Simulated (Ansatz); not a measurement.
# SiO2: straining the crystal, biaxial strain in the a-b plane

A series on SiO2: biaxial strain in the a-b plane, -3 to +3 %; the length and tilt of c and the atoms relax. Wanted: energy, stress and any gap along the series.

Computed with Ansatz 0.2.0 (DFT LDA, scalar-relativistic, plane waves, PAW, unless a step's input says otherwise).

2 further runs of the same task are left out: 2 set aside as unsound or not needed.

**1. The system as given**

It takes space group P6_322 (No. 182, hexagonal). Conventional cell: a = 5.015 Å, b = 5.015 Å, c = 8.539 Å, α = 90.00°, β = 90.00°, γ = 120.00°. Si (site symmetry 3) has 4 O at 1.60 to 1.61 Å in its first shell of neighbours. Around O (site symmetry 2) lie 2 Si at 1.61 Å. Around O (site symmetry 32) lie 2 Si at 1.60 Å.

Coordinates:

```xyz
12
Lattice="5.0150 0.0000 0.0000 -2.5075 4.3431 0.0000 0.0000 0.0000 8.5394" Properties=species:S:1:pos:R:3 pbc="T T T"
Si    2.5075    1.4477    8.0019
Si    2.5075    1.4477    4.8073
Si    0.0000    2.8954    0.5376
Si    0.0000    2.8954    3.7321
O    -1.0333    1.7896    0.0000
O     1.0333    1.7896    4.2697
O     2.9485    0.0000    4.2697
O     1.4743    2.5535    0.0000
O    -1.4743    2.5535    4.2697
O     2.5075    1.4477    6.4046
O     0.0000    2.8954    2.1349
O     2.0665    0.0000    0.0000
```

It goes back to an entry of the Materials Project, which need not be the stable form.

It is the result of an earlier relaxation at this level (volume 15.50 Å³/atom; gap on the mesh: 5.42 eV).

The unstrained cell comes from an earlier run at this level (12 atoms, E(σ→0) -6890.6780 eV, gap 5.41 eV over the zone).

**2. The cell strained by -1.5 %**

input.yaml reads:

```yaml
crystal:
  lattice:
    - [4.9397798722, 0.0, 0.0]
    - [-2.4698899361, 4.2779748585, 0.0]
    - [0.0, 0.0, 8.6162954385]
  atoms:
    - { symbol: Si, position: [0.6666666667, 0.3333333333, 0.9370470931] }
    - { symbol: Si, position: [0.6666666667, 0.3333333333, 0.5629529069] }
    - { symbol: Si, position: [0.3333333333, 0.6666666667, 0.0629529069] }
    - { symbol: Si, position: [0.3333333333, 0.6666666667, 0.4370470931] }
    - { symbol: O, position: [0.0, 0.4120635575, 0.0] }
    - { symbol: O, position: [0.4120635575, 0.4120635575, 0.5] }
    - { symbol: O, position: [0.5879364425, 0.0, 0.5] }
    - { symbol: O, position: [0.5879364425, 0.5879364425, 0.0] }
    - { symbol: O, position: [0.0, 0.5879364425, 0.5] }
    - { symbol: O, position: [0.6666666667, 0.3333333333, 0.75] }
    - { symbol: O, position: [0.3333333333, 0.6666666667, 0.25] }
    - { symbol: O, position: [0.4120635575, 0.0, 0.0] }
basis:
  ecutwfc: 420
kpoints:
  mp_grid: { grid: [6, 6, 4] }
hamiltonian:
  xc: lda
scf:
  occupations: { method: gaussian, width: 0.02 }
output:
  forces: true
  stress: true
  eigenvalues: true
relax:
  adjacent_minimum: "off"
  f_tol: 0.008
  max_steps: 40
  cell: { stress_tol: 0.015, fix: [a, b, gamma] }
```

Launch:

```console
$ ansatz run input.yaml --threads 2 --pin off --max-ram 5120MiB --backend cpu --events-out ev --progress --plain --runs-dir out
```

The session goes on with these runs: seeking the band edges at -1.5 %; At +1.5 %; band edges over the zone at +1.5 %; strain -3.0 %; band edges over the zone at -3.0 %; the cell strained by +3.0 %; seeking the band edges at +3.0 %.

**Question.** What will these runs give? Wanted: (1/V) d²E/dε² at zero strain, cubic fit; strain of the free axis c per applied strain; gap shift, negative and positive side.

**Answer**, as computed:

| quantity | value |
| --- | --- |
| largest energy cost | 4.4 meV/atom at -3.0 % |
| (1/V) d²E/dε² at zero strain, cubic fit | 101 GPa |
| strain of the free axis c per applied strain | -0.20 |
| gap shift, negative and positive side | -21, -22 meV per % |

From the curvature follows twice the biaxial modulus: 101 GPa. The free axis c moves against the applied strain (factor -0.20). The gap runs from 5.46 eV at -3.0 % through 5.41 to 5.34 eV at +3.0 %.
